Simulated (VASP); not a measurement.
A run of VASP 6.6.1 is set up as follows.

File INCAR:

```
ALGO = Normal
EDIFF = 1E-6
EDIFFG = -0.02
ENCUT = 600
IBRION = 2
ISIF = 3
ISMEAR = 0
LASPH = True
LCHARG = False
LMIXTAU = True
LREAL = False
LWAVE = False
METAGGA = R2SCAN
NELM = 80
NSW = 60
PREC = Accurate
SIGMA = 0.05
```

Contents of KPOINTS:

```
k-points
0
Gamma
  8 8 8
```

POSCAR

```
NaCl
1.0
    0.0000000000      2.7940632177      2.7940632177
    2.7940632177      0.0000000000      2.7940632177
    2.7940632177      2.7940632177      0.0000000000
Cl Na
1 1
Direct
    0.5000000000      0.5000000000      0.5000000000
    0.0000000000      0.0000000000      0.0000000000
```

Potentials or basis: VASP PAW PBE potentials, release 64 (Cl, Na_pv).

Run with:

```console
$ cat potpaw_PBE.64/Cl/POTCAR potpaw_PBE.64/Na_pv/POTCAR > POTCAR
$ mpirun -np 1 vasp_std > vasp.out
```

Q: What does it give for the band gap on the k mesh?

A: 6.04 eV, direct.

Final structure:
```yaml
crystal:
  lattice:
    - [0.00000, 2.79406, 2.79406]
    - [2.79406, 0.00000, 2.79406]
    - [2.79406, 2.79406, 0.00000]
  atoms:
    - { symbol: Cl, position: [0.50000, 0.50000, 0.50000] }
    - { symbol: Na, position: [0.00000, 0.00000, 0.00000] }
```

Caveat: the relaxation stopped at its first step, so nothing moved; the PAW data sets were made with another functional, which shifts forces and pressure a little. r2SCAN opens gaps a little over a GGA but as a rule still falls short of measured ones.
